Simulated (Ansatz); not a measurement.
Runs of Ansatz 0.2.0 on MgTe. Symmetry: F-43m, No. 216, cubic system. The conventional cell has a = 6.464 Å, b = 6.464 Å, c = 6.464 Å, α = 90.00°, β = 90.00°, γ = 90.00°. Te (site symmetry -43m) is surrounded by 4 Mg at 2.80 Å. Around Mg (site symmetry -43m) lie 4 Te at 2.80 Å. The cell comes from a database or a generator and needn't be the stable form of this composition.

```csv
task,level,spin,cell,k mesh,points for each segment of the path,gap on the mesh (eV),pressure (GPa)
band structure,PBEsol,"SOC, no magnetisation",as given,5 × 5 × 5,14,(b),-0.4
band structure,RPBE,off,as given,7 × 7 × 7,14,2.61,1.9
band structure,revPBE,off,as given,7 × 7 × 7,14,2.56,1.7
relaxation of cell and atoms,RPBE,off,relaxed,7 × 7 × 7,-,(a),0.0
```

Alike in all rows: potentials or basis Ansatz PAW; cutoff (eV) 420; smearing fermi-dirac 0.05 eV.

Task: Estimate the missing entries.

Result: (a) 2.37; (b) 2.03.

Caveats: the PAW data sets come from PBE, with cores solved anew for the run's functional, which leaves a small shift of forces and pressure; spin-orbit coupling is left out, which moves the levels of the heavy elements (some runs); odd divisions of the mesh miss points on the zone boundary, where band edges often lie, so the gap on the mesh can be too wide (some runs); the plane-wave basis is chosen anew once the cell has moved, so the energies of steps on either side of that aren't comparable (some runs).

A k mesh can miss the band edges, and rows without SOC leave out spin-orbit coupling on Te.
